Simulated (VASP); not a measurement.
**AlN: band structure with PBEsol**

AlN:

```
CELL_PARAMETERS angstrom
0.00000 2.18399 2.18399
2.18399 0.00000 2.18399
2.18399 2.18399 0.00000
ATOMIC_POSITIONS crystal
Al 0.00000 0.00000 0.00000
N 0.25000 0.25000 0.25000
```

Measurements of this composition are mostly on another form, of space group No. 186.

```
Program                : VASP 6.6.1
Task                   : band structure
Functional             : PBEsol
Potentials or basis    : VASP PAW PBE potentials, release 64 (Al, N)
Cutoff                 : 520 eV
k mesh                 : 10 × 10 × 10
Occupations            : gaussian, width 0.02 eV
Spin                   : no spin polarisation
Ladder                 : free
Further INCAR settings : ALGO = Normal; EDIFF = 1e-07; NBANDS = 11
```

The pressure is 1.3 GPa. The band gap on the k mesh is 3.19 eV, indirect (least direct gap 4.13 eV) and the band gap along the path is 3.19 eV, indirect (least direct gap 4.13 eV).

Levels at the corners of the path, in eV from the valence-band top:
```
point  band 1  band 2  band 3  band 4  band 5  band 6  band 7  band 8
    Γ  -14.96    0.00    0.00    0.00    4.13   12.47   12.47   12.47
    X  -12.23   -4.95   -1.79   -1.79    3.19    8.48   13.87   15.63
    X  -12.23   -4.95   -1.79   -1.79    3.19    8.48   13.87   15.63
    W  -12.17   -3.80   -3.49   -2.74    5.94   11.27   11.88   12.14
    W  -12.17   -3.80   -3.49   -2.74    5.94   11.27   11.88   12.14
    K  -12.25   -4.29   -3.68   -1.38    5.05    9.99   13.00   14.07
    K  -12.25   -4.29   -3.68   -1.38    5.05    9.99   13.00   14.07
    Γ  -14.96    0.00    0.00    0.00    4.13   12.47   12.47   12.47
    Γ  -14.96    0.00    0.00    0.00    4.13   12.47   12.47   12.47
    L  -12.87   -5.91   -0.48   -0.48    7.29    9.77   11.04   11.04
    L  -12.87   -5.91   -0.48   -0.48    7.29    9.77   11.04   11.04
    U  -12.25   -4.29   -3.68   -1.38    5.05    9.99   13.00   14.07
    U  -12.25   -4.29   -3.68   -1.38    5.05    9.99   13.00   14.07
    W  -12.17   -3.80   -3.49   -2.74    5.94   11.27   11.88   12.14
    W  -12.17   -3.80   -3.49   -2.74    5.94   11.27   11.88   12.14
    L  -12.87   -5.91   -0.48   -0.48    7.29    9.77   11.04   11.04
    L  -12.87   -5.91   -0.48   -0.48    7.29    9.77   11.04   11.04
    K  -12.25   -4.29   -3.68   -1.38    5.05    9.99   13.00   14.07
    U  -12.25   -4.29   -3.68   -1.38    5.05    9.99   13.00   14.07
    X  -12.23   -4.95   -1.79   -1.79    3.19    8.48   13.87   15.63
```

Wall time 16 s on 1 thread of Intel(R) Xeon(R) Platinum 8488C (Sapphire Rapids), on a shared host, peak memory 0.14 GiB.

Caveat: the PAW data sets were made with another functional, which shifts forces and pressure a little. Expect the measured gap to be larger: semilocal functionals such as PBEsol lack the derivative discontinuity.
